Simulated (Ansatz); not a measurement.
**Formation energy and levels of the substitutional impurity Co_Si in Si (Fd-3m)**

Aim: at which Fermi levels does Co_Si in Si (Fd-3m) change its charge? The model is a cell of 72 host atoms with 1 Si taken out and 1 Co put in.

Calculated with Ansatz 0.2.0; place-levels on PBEsol runs: charge-transition levels and formation energies with image-charge correction and potential alignment at the atomic sites.

Experimental background.

For Si, diamond cubic (unstructured n-type silicon wafer, reference for black silicon, 300 K), “Enhanced near-infrared absorber: two-step fabricated structured black silicon and its device application” (2018, pmc:6179974) gives, by absorptance spectroscopy with Tauc analysis: band gap (indirect optical gap from Tauc plot of Kubelka-Munk function) 1.12 eV [Extrapolated Tauc tangent of Kubelka-Munk function at room temperature; phonon-assisted …].

In doubt: warnings of the run leave room for a lower electronic state (in some of the runs), so energies may not be the lowest and differences between runs may mislead.

## (1) Set-up

The cell holds 72 atoms: 71 Si and 1 Co. Cell: a = 11.527 Å, b = 11.527 Å, c = 15.369 Å, α = 60.0°, β = 60.0°, γ = 60.0°. It derives from Si (space group Fd-3m). Nearest the centre at fractional (0.583, 0.583, 0.438): Co35 at 0.00 Å, Si38 at 2.35 Å, Si60 at 2.35 Å, Si44 at 2.35 Å, Si36 at 2.35 Å, Si59 at 3.84 Å, Si57 at 3.84 Å, Si43 at 3.84 Å.

Coordinates:

```xyz
72
Lattice="0.0000 8.1506 8.1506 8.1506 0.0000 8.1506 10.8674 10.8674 0.0000" Properties=species:S:1:pos:R:3 pbc="T T T"
Si    4.0753    4.0753    4.0753
Si    2.7169    2.7169    2.7169
Si    6.7922    6.7922    4.0753
Si    5.4337    5.4337    2.7169
Si    9.5090    9.5090    4.0753
Si    8.1506    8.1506    2.7169
Si   12.2259   12.2259    4.0753
Si   10.8674   10.8674    2.7169
Si    6.7922    4.0753    6.7922
Si    5.4337    2.7169    5.4337
Si    9.5090    6.7922    6.7922
Si    8.1506    5.4337    5.4337
Si   12.2259    9.5090    6.7922
Si   10.8674    8.1506    5.4337
Si   14.9427   12.2259    6.7922
Si   13.5843   10.8674    5.4337
Si    9.5090    4.0753    9.5090
Si    8.1506    2.7169    8.1506
Si   12.2259    6.7922    9.5090
Si   10.8674    5.4337    8.1506
Si   14.9427    9.5090    9.5090
Si   13.5843    8.1506    8.1506
Si   17.6596   12.2259    9.5090
Si   16.3012   10.8674    8.1506
Si    4.0753    6.7922    6.7922
Si    2.7169    5.4337    5.4337
Si    6.7922    9.5090    6.7922
Si    5.4337    8.1506    5.4337
Si    9.5090   12.2259    6.7922
Si    8.1506   10.8674    5.4337
Si   12.2259   14.9427    6.7922
Si   10.8674   13.5843    5.4337
Si    6.7922    6.7922    9.5090
Si    5.4337    5.4337    8.1506
Co    9.5090    9.5090    9.5090
Si    8.1506    8.1506    8.1506
Si   12.2259   12.2259    9.5090
Si   10.8674   10.8674    8.1506
Si   14.9427   14.9427    9.5090
Si   13.5843   13.5843    8.1506
Si    9.5090    6.7922   12.2259
Si    8.1506    5.4337   10.8674
Si   12.2259    9.5090   12.2259
Si   10.8674    8.1506   10.8674
Si   14.9427   12.2259   12.2259
Si   13.5843   10.8674   10.8674
Si   17.6596   14.9427   12.2259
Si   16.3012   13.5843   10.8674
Si    4.0753    9.5090    9.5090
Si    2.7169    8.1506    8.1506
Si    6.7922   12.2259    9.5090
Si    5.4337   10.8674    8.1506
Si    9.5090   14.9427    9.5090
Si    8.1506   13.5843    8.1506
Si   12.2259   17.6596    9.5090
Si   10.8674   16.3012    8.1506
Si    6.7922    9.5090   12.2259
Si    5.4337    8.1506   10.8674
Si    9.5090   12.2259   12.2259
Si    8.1506   10.8674   10.8674
Si   12.2259   14.9427   12.2259
Si   10.8674   13.5843   10.8674
Si   14.9427   17.6596   12.2259
Si   13.5843   16.3012   10.8674
Si    9.5090    9.5090   14.9427
Si    8.1506    8.1506   13.5843
Si   12.2259   12.2259   14.9427
Si   10.8674   10.8674   13.5843
Si   14.9427   14.9427   14.9427
Si   13.5843   13.5843   13.5843
Si   17.6596   17.6596   14.9427
Si   16.3012   16.3012   13.5843
```

Known beforehand: the electronic dielectric constant, 13.29, and the static one, 13.29, computed on the host (DFPT, PBEsol).

The cell's shortest repeat is 11.5 Å.

## (2) Charge states

A transition level is the Fermi level at which two charge states cost the same, so each charge needs its own total energy, at its own relaxed structure.

Random displacements of about 0.05 Å break the site symmetry at the start, so that the relaxation can reach a distorted minimum if there is one. Forces are taken at the zone centre alone. The cell holds 2 electrons more than the neutral one, with a uniform background that keeps it neutral on the whole. The electron count is odd, so at least one spin is unpaired; this run locks the moment at 1 μB.

One of the inputs; charge, spin and start change from state to state.

qm2_M1.relax/input.yaml

```yaml
crystal:
  lattice:
    - [0.0, 2.71686156, 2.71686156]
    - [2.71686156, 0.0, 2.71686156]
    - [2.71686156, 2.71686156, 0.0]
  atoms:
    - { symbol: Si, position: [0.75, 0.75, 0.75] }
    - { symbol: Si, position: [0.5, 0.5, 0.5] }
  supercell: [3, 3, 4]
  defects: [{ substitution: { at: 34, symbol: Co } }]
total_charge: -2
basis:
  ecutwfc: 420
  xc_grid: 2
hamiltonian:
  xc: pbesol
kpoints:
  mp_grid: { grid: [1, 1, 1] }
magnetization:
  spin_polarized: true
  initial_magnetization: 1
  spin_locking: { lock_magnetization: hard }
scf:
  occupations: { method: fixed }
  max_iter: 100
output:
  forces: true
  charged_corrections: { epsilon: 13.29, static_epsilon: 13.29 }
relax:
  f_tol: 0.01
  max_steps: 80
  random_displacement: { amplitude: 0.05, seed: 5781 }
checkpoint:
  write: "../qm2_M1.relax.run"
  compress: false
  write_wavefunctions: true
  write_every: 100000
```

Run with:

```sh
$ ansatz run input.yaml --threads 4 --pin off --max-ram 6594MiB --backend cpu --events-out ev --progress --plain --runs-dir out
```

The relaxed structure is kept and the sampling changed to a 2×2×2 shifted mesh.

The run of this state that the levels use, under PBEsol:

qm2_M1.point/input.yaml

```yaml
crystal:
  checkpoint: "../qm2_M1.relax.run"
  host: checkpoint
total_charge: -2
basis:
  ecutwfc: 420
  xc_grid: 2
hamiltonian:
  xc: pbesol
kpoints:
  mp_grid: { grid: [2, 2, 2], shift: [0.5, 0.5, 0.5] }
magnetization:
  spin_polarized: true
  initial_magnetization: 1
  spin_locking: { lock_magnetization: hard }
scf:
  occupations: { method: fermi_dirac, width: 0.01 }
  max_iter: 100
output:
  forces: true
  eigenvalues: true
  charged_corrections:
    epsilon: 13.29
    static_epsilon: 13.29
    defect_position: [0.583333, 0.583333, 0.4375]
  eigenstates: { localisation: true }
  populations: true
  efg: {}
checkpoint:
  read: "../qm2_M1.relax.run"
  write: "../qm2_M1.point.run"
  compress: false
  write_wavefunctions: false
  write_every: 100000
```

Relaxations under PBEsol at the zone centre alone; times on 4 threads of Arm Neoverse V2, shared host:

| charge | moment (μB) | occupations | outcome | steps | largest displacement against the far atoms (Å) | time |
| --- | --- | --- | --- | --- | --- | --- |
| −2 | 1 | fixed | converged | 6 | 0.24 | 2.7 min |
| −1 | 0 | fixed | not converged | - | - | 32 s |
| −1 | 0 | fermi-dirac | converged | 10 | 0.25 | 59 s |
| −1 | 2 | fixed | converged | 8 | 0.19 | 2.4 min |
| 0 | 1 | fixed | converged | 6 | 0.18 | 96 s |
| +1 | 0 | fixed | converged | 7 | 0.15 | 40 s |
| +1 | 2 | fixed | converged | 6 | 0.20 | 1.8 min |
| +2 | 1 | fixed | converged | 6 | 0.17 | 96 s |

Single points under PBEsol at a 2×2×2 shifted mesh; times on 4 threads of Arm Neoverse V2, shared host:

| charge | moment (μB) | occupations | outcome | time |
| --- | --- | --- | --- | --- |
| −2 | 1 | fermi-dirac | converged | 5.8 min |
| −1 | 0 | fermi-dirac | converged | 1.7 min |
| −1 | 2 | fermi-dirac | converged | 5.6 min |
| 0 | 1 | fermi-dirac | converged | 6 min |
| +1 | 0 | fermi-dirac | converged | 88 s |
| +1 | 2 | fermi-dirac | converged | 5.2 min |
| +2 | 1 | fermi-dirac | converged | 4.8 min |

Distances (Å) from Co35 to the nearest atoms after relaxation with PBEsol:

| charge | moment (μB) | 1. | 2. | 3. | 4. | 5. | 6. |
| --- | --- | --- | --- | --- | --- | --- | --- |
| −2 | 1 | Si 2.19 | Si 2.19 | Si 2.22 | Si 2.22 | Si 3.63 | Si 3.74 |
| −1 | 0 | Si 2.19 | Si 2.19 | Si 2.22 | Si 2.22 | Si 3.64 | Si 3.75 |
| −1 | 2 | Si 2.21 | Si 2.21 | Si 2.22 | Si 2.23 | Si 3.73 | Si 3.77 |
| 0 | 1 | Si 2.21 | Si 2.21 | Si 2.22 | Si 2.23 | Si 3.74 | Si 3.78 |
| +1 | 0 | Si 2.22 | Si 2.22 | Si 2.22 | Si 2.23 | Si 3.79 | Si 3.79 |
| +1 | 2 | Si 2.21 | Si 2.21 | Si 2.22 | Si 2.23 | Si 3.73 | Si 3.77 |
| +2 | 1 | Si 2.22 | Si 2.23 | Si 2.23 | Si 2.23 | Si 3.78 | Si 3.79 |

## (3) Placing the levels, PBEsol

A charged cell interacts with its images and the background, and its potential has another zero than the host's. place-levels removes the first by a point-charge model, screened by the static dielectric constant since the ions have relaxed around the charge, and the second by comparing potentials at atoms far from the defect.

The host is a run of the defect-free crystal in the same cutoffs, grids and k-points, so that basis and sampling errors cancel in part in the differences. The host is run in a cell of 18 atoms on a matching mesh. Its band edges are searched through the zone by a band path, so the gap is smaller than, or equal to, that on the mesh. Chemical potentials are energies per atom of Si (diamond) and Co (hcp), run with the same functional and cutoff.

levels.point.yaml

```yaml
host:
  run: host.point.run
states: [qm2_M1.point.run, qm1.point.run, qm1_M2.point.run, q0_M1.point.run, qp1.point.run, qp1_M2.point.run, qp2_M1.point.run]
geometry_from:
  qm2_M1.point.run: qm2_M1.relax.run
  qm1.point.run: qm1.relax_smeared.run
  qm1_M2.point.run: qm1_M2.relax.run
  q0_M1.point.run: q0_M1.relax.run
  qp1.point.run: qp1.relax.run
  qp1_M2.point.run: qp1_M2.relax.run
  qp2_M1.point.run: qp2_M1.relax.run
  host.point.run: host.relax.run
chemical_potentials:
  Si:
    energy: -621.491642
    dataset: "<sha256 of the dataset>"
  Co:
    energy: -5092.993392
    dataset: "<sha256 of the dataset>"
```

Run with:

```sh
$ ansatz place-levels levels.point.yaml -- --threads 4 --pin off --max-ram 6594MiB
```

Numbers of over 12 decimals in the logs are rounded to 6 here.

Log:

```text
[... repeated set-up lines and file paths are left out, and long positions are rounded to six places ...]
(+2/+1) 0.000 eV above the valence edge (-0.651 eV without the band-filling correction), 0.455 eV under the conduction edge
(+1/0) 0.034 eV above the valence edge, 0.421 eV under the conduction edge
(0/-1) 0.507 eV above the valence edge, in the conduction band; not on the lower envelope
(-1/-2) 0.455 eV above the valence edge (+0.911 eV without the band-filling correction), 0.000 eV under the conduction edge; not on the lower envelope
(0/-2) 0.481 eV above the valence edge (+0.709 eV without the band-filling correction), in the conduction band: charges between them are lowest nowhere
formation energy of charge +2: +1.689 eV with the Fermi level at the valence edge
formation energy of charge +1: +1.689 eV with the Fermi level at the valence edge
formation energy of charge 0: +1.723 eV with the Fermi level at the valence edge
formation energy of charge -1: +2.230 eV with the Fermi level at the valence edge
formation energy of charge -2: +2.685 eV with the Fermi level at the valence edge
  edges by pbesol, gap 0.455 eV; the host is sampled to repeats of 23.05 Å
  the defect's cells are sampled to repeats of 23.05 Å, like sampling
  charge +2: -49229.1280 eV with its correction of +0.348 eV, at epsilon 13.29, aligned at sites: -0.0984 eV, mean over 37 atomic sites at or beyond 5.76 Å from the host's site at [0.5833, 0.5833, 0.4376] by the defect at [0.5833, 0.5833, 0.4375], with [...]
  states[6] (qp2_M1.point.run): levels filled in part (TS 0.003 eV): its energy is of no whole electron's
  charge +1: -49223.6076 eV with its correction of +0.107 eV, at epsilon 13.29, aligned at sites: -0.0288 eV, mean over 37 atomic sites at or beyond 5.76 Å from the host's site at [0.5833, 0.5833, 0.4376] by the defect at [0.5833, 0.5833, 0.4375], with [...]
  charge 0: +0.000 eV for its dipole among its images, +0.000 omitted
  states[3] (q0_M1.point.run): levels filled in part (TS 0.003 eV): its energy is of no whole electron's
  charge -1: -49210.7239 eV with its correction of +0.141 eV, at epsilon 13.29, aligned at sites: -0.0052 eV, mean over 37 atomic sites at or beyond 5.76 Å from the host's site at [0.5833, 0.5833, 0.4376] by the defect at [0.5833, 0.5833, 0.4375], with [...]
  states[1] (qm1.point.run): levels filled in part (TS 0.009 eV): its energy is of no whole electron's
  charge -2: -49203.6413 eV with its correction of +0.529 eV, at epsilon 13.29, aligned at sites: +0.0082 eV, mean over 37 atomic sites at or beyond 5.76 Å from the host's site at [0.5833, 0.5833, 0.4376] by the defect at [0.5833, 0.5833, 0.4375], with [...]
  states[0] (qm2_M1.point.run): levels filled in part (TS 0.003 eV): its energy is of no whole electron's
  charge +1: states[5] (qp1_M2.point.run) stands 0.485 eV higher, with a moment of 2.00 μB against 0.00
  states[5] (qp1_M2.point.run): levels filled in part (TS 0.007 eV): its energy is of no whole electron's
  charge -1: states[2] (qm1_M2.point.run) stands 0.009 eV higher, with a moment of 2.00 μB against 0.00
  states[2] (qm1_M2.point.run): levels filled in part (TS 0.002 eV): its energy is of no whole electron's
  of states[6] (qp2_M1.point.run): how wide its charge is, is not read beside other atoms or cores, and a band state would take no correction. [...]
  of states[4] (qp1.point.run): how wide its charge is, is not read beside other atoms or cores, and a band state would take no correction. [...]
  of states[3] (q0_M1.point.run): its moments are held at its close (magnetization.spin_locking), by a field of 0.030 eV a Bohr magneton, and its energy and levels are of the state that this holds: a run that lets them go can end lower
  of states[1] (qm1.point.run): how wide its charge is, is not read beside other atoms or cores, and a band state would take no correction. [...]
  of states[0] (qm2_M1.point.run): how wide its charge is, is not read beside other atoms or cores, and a band state would take no correction. [...]
  of states[5] (qp1_M2.point.run): how wide its charge is, is not read beside other atoms or cores, and a band state would take no correction. [...]
  of states[2] (qm1_M2.point.run): how wide its charge is, is not read beside other atoms or cores, and a band state would take no correction. [...]
```

Wall time 0.37 s (4 threads of Arm Neoverse V2, shared host).

Levels between the charges placed, in eV above the valence top:

|  | gap (eV) | (+2/+1) | (+1/0) | (0/−1) | (−1/−2) |
| --- | --- | --- | --- | --- | --- |
| PBEsol | 0.46 | 0.00 | 0.03 | 0.51 | 0.46 |

Corrections by state:

| charge | moment (μB) | image terms and alignment (eV) | band filling (eV) | ε used | over the lowest of its charge, as the program ranks them, band filling apart (eV) |
| --- | --- | --- | --- | --- | --- |
| +2 | 1.0 | 0.348 | -0.651 | 13.29 | 0.000 |
| +1 | 0.0 | 0.107 | - | 13.29 | 0.000 |
| 0 | 1.0 | 0.000 | - | - | 0.000 |
| −1 | 0.0 | 0.141 | - | 13.29 | 0.000 |
| −2 | 1.0 | 0.529 | -0.456 | 13.29 | 0.000 |
| +1 | 2.0 | 0.055 | - | 13.29 | 0.485 |
| −1 | 2.0 | 0.145 | - | 13.29 | 0.009 |

From the program's caveats on the states, each cut to its opening words:

- charge +2 (1 μB), +1, −1, −2 (1 μB), +1 (2 μB), −1 (2 μB): how wide its charge is, is not read beside other atoms or cores, and a band state would take no correction
- charge +2 (1 μB): a band-filling correction moves a carrier to the host's band edge, which changes its energy by -0.651 eV
- charge +2 (1 μB): its moments are held at its close (magnetization.spin_locking), by a field of 0.075 eV a Bohr magneton, and its energy and levels are of the state that this [...]
- charge 0 (1 μB): its moments are held at its close (magnetization.spin_locking), by a field of 0.030 eV a Bohr magneton, and its energy and levels are of the state that this [...]
- charge −2 (1 μB): a band-filling correction moves a carrier to the host's band edge, which changes its energy by -0.456 eV
- charge −2 (1 μB): the far atoms show a dipole or second moment of the defect's charge, for which the correction takes or leaves out 0.051 eV: further moments aren't read, and [...]
- charge −2 (1 μB): its moments are held at its close (magnetization.spin_locking), by a field of 0.038 eV a Bohr magneton, and its energy and levels are of the state that this [...]
- charge +1 (2 μB): its moments are held at its close (magnetization.spin_locking), by a field of 0.341 eV a Bohr magneton, and its energy and levels are of the state that this [...]
- charge −1 (2 μB): its moments are held at its close (magnetization.spin_locking), by a field of 0.055 eV a Bohr magneton, and its energy and levels are of the state that this [...]

Formation energies (eV), elemental references (Δμ(Si) = 0.00 eV, Δμ(Co) = 0.00 eV):

| charge | Fermi level at the valence top | at the conduction bottom |
| --- | --- | --- |
| +2 | 1.69 | 2.60 |
| +1 | 1.69 | 2.14 |
| 0 | 1.72 | 1.72 |
| −1 | 2.23 | 1.77 |
| −2 | 2.69 | 1.77 |

## (4) What came out

| Item | Value |
| --- | --- |
| gap of the host | 0.46 eV (PBEsol) |
| level (plus 2/plus 1) | 0.00 eV above the valence top (-0.65 eV above the valence top without the band-filling term) |
| level (plus 1/0) | 0.03 eV above the valence top |
| level (0/minus 1) | 0.51 eV above the valence top, past the conduction bottom, not a change between lowest states |
| level (minus 1/minus 2) | 0.46 eV above the valence top, at the conduction bottom, not a change between lowest states (0.91 eV above the valence top without the band-filling term) |
| lowest of the charges placed, just above the valence top (0.02 eV) | +1 |
| lowest of the charges placed, just below the conduction bottom (0.02 eV) | 0 |
| lowest formation energy at mid-gap of the charges run, elemental references | 1.72 eV |

**Reading.** Of the charges placed (−2, −1, 0, +1 and +2), the lowest changes at 0.03 eV (+1/0) above the valence top, in a gap of 0.46 eV. (+1/0) lies nearer to a band edge than the share of the finite-size correction in it (0.11 eV), and that correction holds for a localised charge alone. (+1/0) and (0/−1) lie 0.03 and 0.05 eV from a band edge, less than the doubt on such levels. States placed: +2 at 1 μB; +1 at 0 μB and 2 μB; 0 at 1 μB; −1 at 0 μB and 2 μB; −2 at 1 μB. Other spin states or structures, where not listed, weren't placed. The program finds carriers beyond a band edge of the host and adds a band-filling term at charge −2 (-0.46 eV) and +2 (-0.65 eV); steps to such a charge show no bound level, and a defect level inside a band would be read the same way. Co is taken at its element; compounds, which aren't counted here, bound the chemical potentials and would shift these formation energies. What this leaves open: PBEsol makes the gap too small and tends to spread out bound carriers; force components of up to 0.50 eV/Å remain in a run at the final settings.

Computed beside measured:

```
                             quantity  measured           PBEsol
band gap (least gap of the host) (eV)      1.12  0.46 (-0.66 eV)
```

Measured values from pmc:6179974 (2018).

How well it matches: The band gap is off by -0.66 eV. Local and semilocal functionals usually give gaps below the measured ones. An optical gap can lie under the band gap by the exciton's binding. Zero-point and thermal motion shift the measured gap.

[Logs are printed without paths, hosts, clocks, repeated set-up lines and the standing remarks that a program may print on its own settings, such as how far it seeks lower states.]

[Hosts, paths, dates, database ids (printed as entryN), source tags and the programs' standing remarks are cut or masked in the printed files.]

[Where a table of states has a column of steps, it counts the stored structures, which are thinned; the runs took as many ionic steps or more.]

[A defect's name tells the site on which it was built; relaxed atoms can leave that site.]

[For some hosts the program warned that the k-mesh of the response run may be too coarse for force constants and the static dielectric constant; such warnings are not shown here.]
